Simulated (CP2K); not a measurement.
Runs of CP2K 2026.2 on Ag. The structure is cubic, space group Fm-3m (No. 225). The conventional cell has a = 4.085 Å, b = 4.085 Å, c = 4.085 Å, α = 90.00°, β = 90.00°, γ = 90.00°. Ag (site symmetry m-3m) has 12 Ag at 2.89 Å as nearest neighbours. 

| potentials or basis | basis sets | potentials | ADDED_MOS | gap on the mesh (eV) | pressure (GPa) |
| --- | --- | --- | --- | --- | --- |
| GTH_POTENTIALS Ag GTH-PBE-q11; SZV-MOLOPT-SR-GTH basis | Ag SZV-MOLOPT-SR-GTH-q11 | Ag GTH-PBE-q11 of GTH_POTENTIALS | [3] | none | (a) |
| GTH_POTENTIALS Ag GTH-PBE-q11; TZVP-MOLOPT-SR-GTH basis | Ag TZVP-MOLOPT-SR-GTH-q11 | Ag GTH-PBE-q11 of GTH_POTENTIALS | [11] | none | 5.4 |
| GTH_POTENTIALS Ag GTH-PBE-q11; DZVP-MOLOPT-SR-GTH basis | Ag DZVP-MOLOPT-SR-GTH-q11 | Ag GTH-PBE-q11 of GTH_POTENTIALS | [11] | none | 5.7 |
| POTENTIAL_UZH Ag GTH-PBE-q11; DZVP-MOLOPT-PBE-GTH basis | Ag DZVP-MOLOPT-PBE-GTH-q11 | Ag GTH-PBE-q11 of POTENTIAL_UZH | [11] | none | 4.2 |
| POTENTIAL_UZH Ag GTH-PBE-q11; TZV2P-MOLOPT-PBE-GTH basis | Ag TZV2P-MOLOPT-PBE-GTH-q11 | Ag GTH-PBE-q11 of POTENTIAL_UZH | [11] | none | 4.2 |
| POTENTIAL_UZH Ag GTH-PBE-q11; ccGRB-D basis | Ag ccGRB-D-q11 | Ag GTH-PBE-q11 of POTENTIAL_UZH | [11] | none | 9.5 |
| POTENTIAL_UZH Ag GTH-PBE-q11; TZVP-MOLOPT-PBE-GTH basis | Ag TZVP-MOLOPT-PBE-GTH-q11 | Ag GTH-PBE-q11 of POTENTIAL_UZH | [11] | none | 4.2 |

Alike in all rows: task atomic charges; level PBE; no spin polarisation; cell as given; k mesh 11 × 11 × 11; smearing fermi-dirac 0.05 eV.

Problem. Fill in the values left out.

Solution. (a) 10.8.

Caveats: the basis of atomic orbitals isn't converged, which shifts pressures, moduli and gaps; a minimal basis gives rough bond lengths, pressures and levels (some runs).

A k mesh can miss the band edges, and the runs leave out spin-orbit coupling on Ag.

A gap of «none» marks a metal or a gap under the smearing width.
